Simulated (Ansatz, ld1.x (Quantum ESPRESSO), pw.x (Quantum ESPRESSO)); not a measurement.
# Which Tc potential is closest to all-electron in the fcc crystal?

All use PBE, scalar-relativistic, no spin, cutoffs from each file’s atomic test, pw.x 7.5; 15³ k-points, Fermi–Dirac smearing 0.01 Ry. Δ is the rms difference from all-electron LAPW of the E(V) curves that follow from fits to the pressures, over ±6 % in volume. Mesh and smearing are coarse and serve the comparison alone. The files are a selection: those with a ghost or negative overlap were mostly not run, and those with noisy or unconverged pressures or nearly equal Δ are left out.

All-electron: a0 = 3.873 Å (V0 = 14.52 Å³/atom), B0 = 295.3 GPa.

(1) Rank them by Δ, smallest first.
A. norm-conserving RRKJ (Kleinman–Bylander form), ld1.x (Quantum ESPRESSO) 7.5, PBE; core [Kr], reference 4d5 5s1.5 5p0; waves: 5s (bound): rc 2.70 bohr; 5p (bound, empty): rc 3.55 bohr; 4d (bound): rc 1.55 bohr; local part: all-electron potential smoothed inside 3.15 bohr (lloc = -1); core correction: none; rho0 0.02.
B. PAW, ld1.x (Quantum ESPRESSO) 7.5, PBE; core [Ar] 3d10, reference 4s2 4p6 4d5 5s1 5p0; waves: 4s (bound): rcut 1.85, rcutus 2.00 bohr; 5s (bound): rcut 1.85, rcutus 2.00 bohr; 4p (bound): rcut 1.65, rcutus 2.05 bohr; 5p (bound, empty): rcut 1.65, rcutus 2.05 bohr; 4d (bound): rcut 2.25, rcutus 2.60 bohr; 4d channel at 0.65 Ry: rcut 2.25, rcutus 2.60 bohr; local part: all-electron potential smoothed inside 2.10 bohr (lloc = -2); core correction: Bessel-smoothed model core inside 1.80 bohr; augmentation: PSQ, inside the norm-conserving radii.
C. PAW, ld1.x (Quantum ESPRESSO) 7.5, PBE; core [Kr], reference 4d5 5s0.5 5p0; waves: 5s (bound): rcut 2.75, rcutus 2.95 bohr; 5s channel at -0.75 Ry: rcut 2.75, rcutus 2.95 bohr; 5p (bound, empty): rcut 1.95, rcutus 2.60 bohr; 5p channel at 2.05 Ry: rcut 1.95, rcutus 2.60 bohr; 4d (bound): rcut 2.00, rcutus 2.65 bohr; 4d channel at 0.15 Ry: rcut 2.00, rcutus 2.65 bohr; local part: all-electron potential smoothed inside 2.65 bohr (lloc = -1); core correction: Bessel-smoothed model core, default radius (core density twice the valence density); augmentation: BESSEL, radius 2.00 bohr.

Results:

(1) C (10.1 meV/atom), B (14.9 meV/atom), A (23.0 meV/atom).
